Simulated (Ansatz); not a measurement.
ZrO2: do energies and stresses tell the same story?

All numbers below come from DFT r2SCAN, scalar-relativistic, plane waves, PAW (Ansatz).

Cutoff 500 eV; k points 6×6×6 on the computed 6-atom cell (Γ-centred); Gaussian smearing, width 0.02 eV; no spin polarisation.

Relaxed cell: P4_2/nmc, a = 3.601 Å, b = 3.601 Å, c = 5.228 Å, α = 90.00°, β = 90.00°, γ = 90.00°, 6 atoms in the primitive cell. This form isn't the usual stable structure of the compound.

Energies at zero smearing and pressures from the stress tensor, at volumes with shape and atoms relaxed:
```tsv
V (Å³/atom)	E − E(first) (meV/atom)	P (GPa)
9.946	0.00	32.82
10.285	-57.85	22.20
10.624	-95.15	13.34
10.963	-115.38	6.01
11.302	-121.50	-0.02
11.641	-116.09	-4.92
11.980	-101.38	-8.84
12.432	-70.64	-12.71
```

**Question.** Check P = −dE/dV between neighbouring volumes, and get the bulk modulus from the pressures alone.

**Answer.** With 1 eV/Å³ = 160.2 GPa:
```
middle V (Å³/atom)  −ΔE/ΔV (GPa) mean P (GPa)
            10.115        27.335        27.506
            10.454        17.630        17.769
            10.793         9.556         9.676
            11.132         2.895         2.997
            11.471        -2.556        -2.468
            11.810        -6.953        -6.877
            12.206       -10.894       -10.775
```

The two differ by 0.17 GPa at most. The mean of two end pressures misses the average over a step by about ΔV² P″/12, up to 0.16 GPa here; with that taken off 0.01 GPa remains. Around V = 11.302 Å³/atom, the two neighbours give B = −V ΔP/ΔV = 11.302 × 10.93 / 0.678 = 182.1 GPa, against B0 = 179.1 GPa from the Birch–Murnaghan fit of the energies.